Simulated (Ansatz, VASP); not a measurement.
# One calculation of Pd, two programs

```
Pd
1.0
     0.00000    1.93820    1.93820
     1.93820    0.00000    1.93820
     1.93820    1.93820    0.00000
Pd
1
Direct
  0.00000 0.00000 0.00000
```

Alike in both runs: task single point; functional PBEsol; k mesh 19 × 19 × 19; occupations fermi-dirac, width 0.05 eV; no spin polarisation.

|  | VASP | Ansatz |
| --- | --- | --- |
| version | VASP 6.6.1 | Ansatz 0.2.0 |
| potentials or method | VASP PAW PBE potentials, release 64 (Pd), cutoff 520 eV | all-electron LAPW, scalar-relativistic |

|  | VASP | Ansatz | Ansatz less VASP |
| --- | --- | --- | --- |
| pressure (GPa) | -0.3 | 0.0 | +0.29 |

Ansatz ran all-electron here, so the differences hold the error of VASP's frozen core and of both bases.

Caveats: the PAW data sets were made with another functional, which shifts forces and pressure a little (VASP).
